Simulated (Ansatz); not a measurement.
# AlP (F-43m): thermal expansion from first principles, part 2 of 3

How much does AlP expand with temperature?

Experimental results on record:
- heat capacity C_P per formula unit 42 J/mol/K and bulk modulus 86 GPa near room temperature (given in “High-Throughput Prediction of Finite-Temperature Properties using the Quasi-Harmonic Approximation”, 2016, arXiv:1603.06924)

Ansatz 0.2.0; DFT LDA, scalar-relativistic, plane waves, PAW.

So far. Step 2 (A first coarse run): The start is under -0.79 GPa at this level and looks like an insulator or semiconductor on this mesh. Step 4 (Relaxing to small residual forces and stress): The residual pressure is -0.0010 GPa, small enough for phonons. The relaxed cell has a = 5.434 Å (conventional setting).

The database entry behind the starting cell differs from later determinations by our own check (0.1 to 0.3 % short, probably kX units), so it need not match the best structure at ambient conditions.

### Step 5. Phonons on strained cells, cutoff 487.2 eV, k-mesh 8×8×8

The study relaxes the crystal at several strains, solves the phonons on some of them and minimises the free energy at each temperature (static energy, vibrations, the electrons in a metal, and PV under a set pressure); the q-mesh sets how far the force constants reach.

File input.yaml:

```yaml
crystal:
  lattice:
    - [0.0, 2.7169780655, 2.7169780655]
    - [2.7169780655, 0.0, 2.7169780655]
    - [2.7169780655, 2.7169780655, 0.0]
  atoms:
    - { symbol: Al, position: [0.0, 0.0, 0.0] }
    - { symbol: P, position: [0.25, 0.25, 0.25] }
kpoints:
  mp_grid: { grid: [8, 8, 8] }
hamiltonian:
  xc: lda
scf:
  occupations: { method: fixed }
output:
  eigenvalues: true
phonons:
  method: dfpt
  qmesh: [2, 2, 2]
  temperatures: { t_max: 800.0, t_step: 50 }
  thermal_expansion: {}
```

Command:

```sh
ansatz run input.yaml --threads 4 --pin off --max-ram 16384MiB --backend cpu --events-out ev --progress --plain --runs-dir out
```

Numbers of over 12 decimals in the logs are rounded to 6 here.

The program printed:

```text
Warning: phonons: the dynamical matrix that this run interpolates holds no multipole term above the dipole-dipole one, and a site of this crystal is no centre of inversion, so its interpolated transverse optical and acoustic branches and sound speeds can stay off near Gamma, and the density of states and the thermodynamics with them. What a run solves at a wave vector of phonons.qpoints, Gamma apart, where the deck admits one, is free of this, and under fd what a larger phonons.supercell samples
[...]
Crystal: 2 atoms, lattice volume = 40.113 Å³
Basis set: ecut = 487.2 eV, 941 PW (Γ), exchange–correlation on 60×60×60 points (8 copies of the dense FFT grid, shifted against one another)
Bands: 8, of which v1, the nominal top of the filled ones, is band 4 counted from 1 (3 counted from 0)
Symmetry: 24 space group operations
[...]
k-points: 29 of 512 (time reversal used)
[...]
SCF iter   1: F=—  HF=-1240.044503 eV  |F-HF|=—  |Δ(HF+E_count)|=         —  Δρ=4.30e-3  dr2=7.31e-3  ethr=1.77e-3  ⟨swp⟩=5.3  Hψ=1706  notcnv=0  defer=51
[...]
SCF iter   7: F=-1240.042253 eV  HF=-1240.042253 eV  |F-HF|=2.96e-12  |Δ(HF+E_count)|=  1.50e-10  Δρ=9.66e-8  dr2=5.20e-12  ethr=1.00e-12  ⟨swp⟩=10.8  Hψ=1919  notcnv=0
SCF 1 converged in 7 iterations: F = -1240.042253 eV  dr2 = 5.20e-12
[...]
relax step   1: F+E_penalty+E_count = -1240.04225314 eV  Δ(F+E_penalty+E_count) = +0.000e0 eV  max|allowed force component| = 1.573e-16 eV/Å  Δτ_max = 0.0000 Å  (7 SCF iters, accepted)
SCF converged after 7 iterations
Free energy (F): -1240.042253 eV
[...]
Internal energy: -1240.042253 eV  (E = F + TS)
E sigma→0 (E₀):  -1240.042253 eV
Fermi energy:    5.004227 eV
[...]
--- Stress (GPa, compression-positive) ---
       -0.006007      -0.000000      -0.000000
       -0.000000      -0.006007       0.000000
        0.000000       0.000000      -0.006007
  P = ⅓ Tr σ = -0.0060 GPa (-0.060 kbar)
--- Band table (eV; the first three rows and the last of 29) ---
[...]
── thermal expansion: 3 new cells, 3 in all ──
thermal expansion: relaxation of cell 2
thermal expansion: relaxation of cell 3
── thermal expansion: 2 new cells, 5 in all ──
thermal expansion: relaxation of cell 4
thermal expansion: lower-state search of cell 4
thermal expansion: phonons of cell 4
thermal expansion: relaxation of cell 5
thermal expansion: phonons of cell 5
── thermal expansion: 5 new cells, 10 in all ──
thermal expansion: relaxation of cell 6
thermal expansion: relaxation of cell 7
thermal expansion: relaxation of cell 8
thermal expansion: relaxation of cell 9
thermal expansion: relaxation of cell 10
thermal expansion: phonons of cell 6
thermal expansion: phonons of cell 7
WARN: thermal expansion: narrow_supercell: the supercell is narrow for a crystal that has a band gap and may be polar, so the expansion can be far off: type phonons.supercell or phonons.qmesh [3, 3, 3] or more in a new run
--- Relaxed structure (1 steps of the walk, 1 accepted, 0 SCFs on fresh bases) ---
  F+E_penalty+E_count = -1240.04225314 eV   max|allowed force component| = 1.573e-16 eV/Å
  atoms:
    - { symbol: Al, position: [0.0, 0.0, 0.0] }
    - { symbol: P, position: [0.25, 0.25, 0.25] }
--- Thermal expansion: 10 cells in 3 rounds, 0 GPa ---
  no lower state was reached at cell 4
  without vibrations: a 3.84230, b 3.84230, c 3.84230 Å, V 40.1107 Å³, B 90.07 GPa
  at 0 K: a 3.84838, b 3.84838, c 3.84838 Å, V 40.3012 Å³, B 88.60 GPa
  zero-point expansion: a +0.158, b +0.158, c +0.158, V +0.475 %
      T/K        a/Å        b/Å        c/Å       V/Å³ | expansion of a, b, c, V (1e-6/K)   | that of V in the mean from 25 °C | C_P, C_V (J/mol K of the cell) | B_T, B_S (GPa)
     0.00    3.84838    3.84838    3.84838    40.3012 |    0.00    0.00    0.00    0.00 |    0.10 |     0.000     0.000 |    88.60    88.60
   100.00    3.84802    3.84802    3.84802    40.2899 |   -1.44   -1.44   -1.44   -4.31 |    1.56 |    17.067    17.063 |    88.34    88.36
   200.00    3.84787    3.84787    3.84787    40.2853 |    0.70    0.70    0.70    2.10 |    4.30 |    33.485    33.483 |    87.56    87.56
   298.15    3.84841    3.84841    3.84841    40.3023 |    2.02    2.02    2.02    6.05 |       - |    41.025    41.002 |    86.59    86.64
   350.00    3.84886    3.84886    3.84886    40.3163 |    2.42    2.42    2.42    7.27 |    6.69 |    43.181    43.142 |    86.06    86.14
   450.00    3.84990    3.84990    3.84990    40.3490 |    2.93    2.93    2.93    8.80 |    7.63 |    45.678    45.606 |    85.01    85.15
   550.00    3.85109    3.85109    3.85109    40.3866 |    3.25    3.25    3.25    9.75 |    8.30 |    47.059    46.952 |    83.96    84.15
   650.00    3.85239    3.85239    3.85239    40.4274 |    3.48    3.48    3.48   10.43 |    8.82 |    47.900    47.758 |    82.90    83.15
   750.00    3.85376    3.85376    3.85376    40.4707 |    3.65    3.65    3.65   10.95 |    9.24 |    48.455    48.276 |    81.85    82.16
   800.00    3.85448    3.85448    3.85448    40.4931 |    3.73    3.73    3.73   11.18 |    9.43 |    48.666    48.467 |    81.33    81.66
  the static fit leaves 0.000 meV an atom of the energies and, of the stresses, 0.000 GPa of each cell's largest along a strain (root mean squares over the cells), whose Pulay part it has at -0.008 GPa
  vibrations' free energy: its fit passes through its cells
  the electrons' free energy at temperature is not in it: every band gap is over 0.83 eV
  free energies summed between the sampled wave vectors
  estimated error of the fitted expansion in any direction: up to 0.015e-6/K, at 700 K, with few degrees of freedom (an estimate, not a bound: it was exceeded on models of known expansion)
  by sums over the sampled wave vectors an expansion of the volume parts by up to 3.86e-6/K
  by a static energy of one degree less an expansion of the volume parts by up to 0.00e-6/K
  band gaps on the cells' k-points are 1.360 to 1.479 eV
  narrow_supercell: the supercell is narrow for a crystal that has a band gap and may be polar, so the expansion can be far off: type phonons.supercell or phonons.qmesh [3, 3, 3] or more in a new run
```

Run time: 82 s. Hardware: 4 threads of Arm Neoverse N1, shared host; peak memory 0.53 GiB; 4.8 min of CPU time.

Numbers from this step:

| Property | Result |
| --- | --- |
| pressure | -0.006007 GPa |
| gap on the k-mesh | 1.420 eV |
| volume expansion coefficient at 298 K | 6.045 1e-6/K |
| C_P at 298 K | 20.51 J/mol-atom/K |
| entropy at 298 K | 21.50 J/mol-atom/K |
| isothermal bulk modulus at 298 K | 86.59 GPa |
| Grüneisen parameter at 298 K | 0.3099 |
| volume at 298 K | 20.15 Å³/atom |
| principal linear expansion coefficients at 298 K | 2.015, 2.015, 2.015 1e-6/K |

Strained cells of the study; zero-point energy where phonons were solved; the pressures are stresses at a fixed cutoff and can carry an offset from the finite basis. Expansion cells, by row:

```csv
cell,|a| (Å),|b| (Å),|c| (Å),V (Å³/atom),E - E_lowest (meV/atom),"pressure, compression positive (GPa)",gap (eV),zero-point energy (meV/atom)
1,3.842,3.842,3.842,20.06,0,-0.014,1.42,-
2,3.873,3.873,3.873,20.54,3.184,-2.063,1.465,-
3,3.812,3.812,3.812,19.58,3.258,2.247,1.372,-
4,3.843,3.843,3.843,20.06,0,-0.027,1.42,56.39
5,3.862,3.862,3.862,20.36,1.283,-1.332,1.448,55.6
6,3.852,3.852,3.852,20.2,0.291,-0.646,1.433,56.02
7,3.869,3.869,3.869,20.48,2.485,-1.832,1.46,55.28
8,3.804,3.804,3.804,19.47,5.087,2.837,1.36,-
9,3.823,3.823,3.823,19.76,1.241,1.362,1.391,-
10,3.883,3.883,3.883,20.7,5.513,-2.676,1.479,-
```

Quasi-harmonic; a, b, c are the run's own cell vectors. Expansion, by row:

```csv
T (K),a (Å),b (Å),c (Å),alpha (deg),beta (deg),gamma (deg),cell volume (Å³/cell),alpha_a (1e-6/K),alpha_b (1e-6/K),alpha_c (1e-6/K),alpha_V (1e-6/K),C_P (J/mol-atom/K),C_V (J/mol-atom/K),S (J/mol-atom/K),B_T (GPa),B_S (GPa),Grueneisen,extrapolation,fit error (1e-6/K)
0,3.848,3.848,3.848,60,60,60,40.3,0,0,0,0,0,0,0,88.6,88.6,-,0,0
50,3.848,3.848,3.848,60,60,60,40.3,-1.15,-1.15,-1.15,-3.45,3.261,3.26,1.394,88.55,88.56,-1.138,0,0
100,3.848,3.848,3.848,60,60,60,40.29,-1.44,-1.44,-1.44,-4.31,8.533,8.531,5.292,88.34,88.36,-0.541,0,0
150,3.848,3.848,3.848,60,60,60,40.28,-0.37,-0.37,-0.37,-1.1,13.28,13.28,9.684,87.99,87.99,-0.088,0,0
200,3.848,3.848,3.848,60,60,60,40.29,0.7,0.7,0.7,2.1,16.74,16.74,14.01,87.56,87.56,0.133,0,0
250,3.848,3.848,3.848,60,60,60,40.29,1.48,1.48,1.48,4.45,19.04,19.03,18.01,87.08,87.1,0.247,0,0
298.1,3.848,3.848,3.848,60,60,60,40.3,2.02,2.02,2.02,6.05,20.51,20.5,21.5,86.59,86.64,0.31,0,0.01
300,3.848,3.848,3.848,60,60,60,40.3,2.03,2.03,2.03,6.1,20.56,20.55,21.63,86.57,86.62,0.312,0,0.01
350,3.849,3.849,3.849,60,60,60,40.32,2.42,2.42,2.42,7.27,21.59,21.57,24.88,86.06,86.14,0.352,0,0.01
400,3.849,3.849,3.849,60,60,60,40.33,2.71,2.71,2.71,8.14,22.32,22.29,27.81,85.54,85.64,0.379,0,0.01
450,3.85,3.85,3.85,60,60,60,40.35,2.93,2.93,2.93,8.8,22.84,22.8,30.47,85.01,85.15,0.398,0,0.01
500,3.85,3.85,3.85,60,60,60,40.37,3.11,3.11,3.11,9.32,23.23,23.19,32.9,84.48,84.65,0.413,0,0.01
550,3.851,3.851,3.851,60,60,60,40.39,3.25,3.25,3.25,9.75,23.53,23.48,35.13,83.96,84.15,0.424,0,0.01
600,3.852,3.852,3.852,60,60,60,40.41,3.37,3.37,3.37,10.11,23.76,23.7,37.18,83.43,83.65,0.433,0,0.01
650,3.852,3.852,3.852,60,60,60,40.43,3.48,3.48,3.48,10.43,23.95,23.88,39.09,82.9,83.15,0.441,0,0.02
700,3.853,3.853,3.853,60,60,60,40.45,3.57,3.57,3.57,10.7,24.1,24.02,40.88,82.38,82.65,0.447,0,0.02
750,3.854,3.854,3.854,60,60,60,40.47,3.65,3.65,3.65,10.95,24.23,24.14,42.54,81.85,82.16,0.453,0,0.02
800,3.854,3.854,3.854,60,60,60,40.49,3.73,3.73,3.73,11.18,24.33,24.23,44.11,81.33,81.66,0.458,0,0.01
```

Table of expansion coefficient by temperature; values in 1e-6/K:

```csv
temperature (K),volume,principal 1
0,0,0
50,-3.45,-1.15
100,-4.31,-1.44
150,-1.1,-0.37
200,2.1,0.7
250,4.45,1.48
298,6.05,2.02
300,6.1,2.03
350,7.27,2.42
400,8.14,2.71
450,8.8,2.93
500,9.32,3.11
550,9.75,3.25
600,10.1,3.37
650,10.4,3.48
700,10.7,3.57
750,10.9,3.65
800,11.2,3.73
```

At 298 K the volume expansion is 6.05 × 10⁻⁶/K and B_T is 86.6 GPa. The log warns that this q-mesh is too narrow, so the figure can be far off. The program raised the cutoff to 487.2 eV by itself: with no cutoff typed, the study takes about 1.16 times the default for its relaxations and scales it with the volume for the phonons.

### Step 6. The quasi-harmonic study, k-mesh 4×4×4, q-mesh 4×4×4

The study relaxes the crystal at several strains, solves the phonons on some of them and minimises the free energy at each temperature (static energy, vibrations, the electrons in a metal, and PV under a set pressure); the q-mesh sets how far the force constants reach.

input.yaml: that of step 5 with these lines changed.

```diff
@@ -9,3 +9,3 @@
 kpoints:
-  mp_grid: { grid: [8, 8, 8] }
+  mp_grid: { grid: [4, 4, 4] }
 hamiltonian:
@@ -18,3 +18,3 @@
   method: dfpt
-  qmesh: [2, 2, 2]
+  qmesh: [4, 4, 4]
   temperatures: { t_max: 800.0, t_step: 50 }
```

The program printed:

```text
[...]
Crystal: 2 atoms, lattice volume = 40.113 Å³
Basis set: ecut = 487.2 eV, 941 PW (Γ), exchange–correlation on 60×60×60 points (8 copies of the dense FFT grid, shifted against one another)
Bands: 8, of which v1, the nominal top of the filled ones, is band 4 counted from 1 (3 counted from 0)
Symmetry: 24 space group operations
[...]
k-points: 8 of 64 (time reversal used)
[...]
SCF iter   1: F=—  HF=-1239.939462 eV  |F-HF|=—  |Δ(HF+E_count)|=         —  Δρ=3.39e-3  dr2=3.04e-3  ethr=1.77e-3  ⟨swp⟩=5.2  Hψ=473  notcnv=0  defer=11
[...]
SCF iter   7: F=-1239.938099 eV  HF=-1239.938099 eV  |F-HF|=9.09e-12  |Δ(HF+E_count)|=  3.78e-10  Δρ=1.61e-7  dr2=1.30e-11  ethr=1.00e-12  ⟨swp⟩=9.0  Hψ=604  notcnv=0
SCF 1 converged in 7 iterations: F = -1239.938099 eV  dr2 = 1.30e-11
[...]
relax step   1: F+E_penalty+E_count = -1239.93809923 eV  Δ(F+E_penalty+E_count) = +0.000e0 eV  max|allowed force component| = 1.943e-16 eV/Å  Δτ_max = 0.0000 Å  (7 SCF iters, accepted)
SCF converged after 7 iterations
Free energy (F): -1239.938099 eV
[...]
Internal energy: -1239.938099 eV  (E = F + TS)
E sigma→0 (E₀):  -1239.938099 eV
Fermi energy:    5.045093 eV
[...]
--- Stress (GPa, compression-positive) ---
        0.415369      -0.000000      -0.000000
       -0.000000       0.415369       0.000000
       -0.000000       0.000000       0.415369
  P = ⅓ Tr σ = 0.4154 GPa (4.154 kbar)
--- Band table (eV; the first three rows and the last of 8) ---
[...]
── thermal expansion: 3 new cells, 3 in all ──
thermal expansion: relaxation of cell 2
thermal expansion: relaxation of cell 3
── thermal expansion: 2 new cells, 5 in all ──
thermal expansion: relaxation of cell 4
thermal expansion: lower-state search of cell 4
thermal expansion: phonons of cell 4
thermal expansion: relaxation of cell 5
thermal expansion: phonons of cell 5
── thermal expansion: 5 new cells, 10 in all ──
thermal expansion: relaxation of cell 6
thermal expansion: relaxation of cell 7
thermal expansion: relaxation of cell 8
thermal expansion: relaxation of cell 9
thermal expansion: relaxation of cell 10
thermal expansion: phonons of cell 6
thermal expansion: phonons of cell 7
--- Relaxed structure (1 steps of the walk, 1 accepted, 0 SCFs on fresh bases) ---
  F+E_penalty+E_count = -1239.93809923 eV   max|allowed force component| = 1.943e-16 eV/Å
  atoms:
    - { symbol: Al, position: [0.0, 0.0, 0.0] }
    - { symbol: P, position: [0.25, 0.25, 0.25] }
--- Thermal expansion: 10 cells in 3 rounds, 0 GPa ---
  no lower state was reached at cell 4
  without vibrations: a 3.84823, b 3.84823, c 3.84823 Å, V 40.2967 Å³, B 90.11 GPa
  at 0 K: a 3.85454, b 3.85454, c 3.85454 Å, V 40.4952 Å³, B 88.66 GPa
  zero-point expansion: a +0.164, b +0.164, c +0.164, V +0.492 %
[...]
0.00    3.85454    3.85454    3.85454    40.4952 |    0.00    0.00    0.00    0.00 |    2.82 |     0.000     0.000 |    88.66    88.66
   100.00    3.85437    3.85437    3.85437    40.4899 |   -0.49   -0.49   -0.49   -1.47 |    4.89 |    16.854    16.853 |    88.48    88.48
   200.00    3.85464    3.85464    3.85464    40.4984 |    1.84    1.84    1.84    5.51 |    7.75 |    33.692    33.679 |    87.80    87.83
   298.15    3.85562    3.85562    3.85562    40.5292 |    3.17    3.17    3.17    9.52 |       - |    41.224    41.167 |    86.93    87.05
   350.00    3.85630    3.85630    3.85630    40.5506 |    3.59    3.59    3.59   10.76 |   10.18 |    43.366    43.280 |    86.44    86.61
   450.00    3.85779    3.85779    3.85779    40.5976 |    4.10    4.10    4.10   12.30 |   11.12 |    45.847    45.705 |    85.48    85.75
   550.00    3.85944    3.85944    3.85944    40.6497 |    4.42    4.42    4.42   13.26 |   11.80 |    47.225    47.025 |    84.52    84.88
   650.00    3.86119    3.86119    3.86119    40.7051 |    4.65    4.65    4.65   13.95 |   12.34 |    48.072    47.813 |    83.55    84.00
   750.00    3.86302    3.86302    3.86302    40.7631 |    4.83    4.83    4.83   14.49 |   12.77 |    48.639    48.320 |    82.58    83.12
   800.00    3.86396    3.86396    3.86396    40.7929 |    4.91    4.91    4.91   14.73 |   12.96 |    48.857    48.507 |    82.09    82.69
[...]
vibrations' free energy: its fit passes through its cells
  the electrons' free energy at temperature is not in it: every band gap is over 0.83 eV
  free energies summed between the sampled wave vectors
[...]
band gaps on the cells' k-points are 1.334 to 1.452 eV
```

It took 86 s on 4 threads; peak memory 0.47 GiB; 4.8 min of CPU time.

A gap read on the k-mesh alone can miss the band edges.

Numbers from this step:

```yaml
pressure: 0.4154 GPa
gap_on_the_k_mesh: 1.384 eV
volume_expansion_coefficient_at_298_k: 9.524 1e-6/K
c_p_at_298_k: 20.61 J/mol-atom/K
entropy_at_298_k: 21.05 J/mol-atom/K
isothermal_bulk_modulus_at_298_k: 86.92 GPa
grueneisen_parameter_at_298_k: 0.4908
volume_at_298_k: 20.27 Å³/atom
principal_linear_expansion_coefficients_at_298_k: 3.175, 3.175, 3.175 1e-6/K
```

Strained cells of the study; zero-point energy where phonons were solved; the pressures are stresses at a fixed cutoff and can carry an offset from the finite basis. Expansion cells, by row:

```csv
cell,|a| (Å),|b| (Å),|c| (Å),V (Å³/atom),E - E_lowest (meV/atom),"pressure, compression positive (GPa)",gap (eV),zero-point energy (meV/atom)
1,3.842,3.842,3.842,20.06,0.118,0.407,1.384,-
2,3.873,3.873,3.873,20.54,2.089,-1.683,1.43,-
3,3.812,3.812,3.812,19.58,4.682,2.711,1.337,-
4,3.848,3.848,3.848,20.15,0,-0.024,1.394,56.21
5,3.868,3.868,3.868,20.46,1.279,-1.33,1.422,55.38
6,3.857,3.857,3.857,20.29,0.287,-0.643,1.407,55.82
7,3.875,3.875,3.875,20.58,2.485,-1.83,1.433,55.05
8,3.81,3.81,3.81,19.56,5.117,2.841,1.334,-
9,3.829,3.829,3.829,19.85,1.249,1.365,1.364,-
10,3.889,3.889,3.889,20.8,5.53,-2.675,1.452,-
```

Quasi-harmonic; a, b, c are the run's own cell vectors. Expansion, by row:

```csv
T (K),a (Å),b (Å),c (Å),alpha (deg),beta (deg),gamma (deg),cell volume (Å³/cell),alpha_a (1e-6/K),alpha_b (1e-6/K),alpha_c (1e-6/K),alpha_V (1e-6/K),C_P (J/mol-atom/K),C_V (J/mol-atom/K),S (J/mol-atom/K),B_T (GPa),B_S (GPa),Grueneisen,extrapolation,fit error (1e-6/K)
0,3.855,3.855,3.855,60,60,60,40.5,0,0,0,0,0,0,0,88.66,88.66,-,0,0
50,3.855,3.855,3.855,60,60,60,40.49,-0.58,-0.58,-0.58,-1.73,2.852,2.852,1.076,88.63,88.64,-0.657,0,0
100,3.854,3.854,3.854,60,60,60,40.49,-0.49,-0.49,-0.49,-1.47,8.427,8.427,4.778,88.48,88.48,-0.188,0,0
150,3.854,3.854,3.854,60,60,60,40.49,0.72,0.72,0.72,2.16,13.34,13.34,9.165,88.18,88.19,0.174,0,0
200,3.855,3.855,3.855,60,60,60,40.5,1.84,1.84,1.84,5.51,16.85,16.84,13.52,87.8,87.83,0.35,0,0
250,3.855,3.855,3.855,60,60,60,40.51,2.64,2.64,2.64,7.91,19.14,19.13,17.54,87.36,87.44,0.441,0,0.01
298.1,3.856,3.856,3.856,60,60,60,40.53,3.17,3.17,3.17,9.52,20.61,20.58,21.05,86.93,87.05,0.491,0,0.01
300,3.856,3.856,3.856,60,60,60,40.53,3.19,3.19,3.19,9.58,20.66,20.63,21.18,86.91,87.03,0.492,0,0.01
350,3.856,3.856,3.856,60,60,60,40.55,3.59,3.59,3.59,10.76,21.68,21.64,24.44,86.44,86.61,0.525,0,0.01
400,3.857,3.857,3.857,60,60,60,40.57,3.88,3.88,3.88,11.63,22.4,22.34,27.39,85.96,86.18,0.547,0,0.01
450,3.858,3.858,3.858,60,60,60,40.6,4.1,4.1,4.1,12.3,22.92,22.85,30.06,85.48,85.75,0.562,0,0.01
500,3.859,3.859,3.859,60,60,60,40.62,4.28,4.28,4.28,12.83,23.31,23.23,32.49,85,85.31,0.574,0,0.01
550,3.859,3.859,3.859,60,60,60,40.65,4.42,4.42,4.42,13.26,23.61,23.51,34.73,84.52,84.88,0.584,0,0.01
600,3.86,3.86,3.86,60,60,60,40.68,4.54,4.54,4.54,13.63,23.85,23.73,36.79,84.03,84.44,0.591,0,0.01
650,3.861,3.861,3.861,60,60,60,40.71,4.65,4.65,4.65,13.95,24.04,23.91,38.71,83.55,84,0.598,0,0.01
700,3.862,3.862,3.862,60,60,60,40.73,4.75,4.75,4.75,14.24,24.19,24.05,40.5,83.06,83.56,0.603,0,0.01
750,3.863,3.863,3.863,60,60,60,40.76,4.83,4.83,4.83,14.49,24.32,24.16,42.17,82.58,83.12,0.608,0,0.01
800,3.864,3.864,3.864,60,60,60,40.79,4.91,4.91,4.91,14.73,24.43,24.25,43.74,82.09,82.69,0.612,0,0.01
```

The expansion coefficient by temperature; values in 1e-6/K:

```csv
temperature (K),volume,principal 1
0,0,0
50,-1.73,-0.58
100,-1.47,-0.49
150,2.16,0.72
200,5.51,1.84
250,7.91,2.64
298,9.52,3.17
300,9.58,3.19
350,10.8,3.59
400,11.6,3.88
450,12.3,4.1
500,12.8,4.28
550,13.3,4.42
600,13.6,4.54
650,13.9,4.65
700,14.2,4.75
750,14.5,4.83
800,14.7,4.91
```

Changing the q-mesh (2×2×2 → 4×4×4) and the k-mesh (8×8×8 → 4×4×4) takes the volume expansion at 298 K from 6.05 to 9.52 × 10⁻⁶/K and B_T from 86.6 to 86.9 GPa.

(Continued in part 3 of 3.)

[Logs are printed without paths, hosts, clocks, repeated set-up lines and the standing remarks that a program may print on its own settings, such as how far it seeks lower states.]

[Hosts, paths, dates, database ids (printed as entryN), source tags and the programs' standing remarks are cut or masked in the printed files.]

[A step with changed settings may run another functional than the one named; its input shows which.]
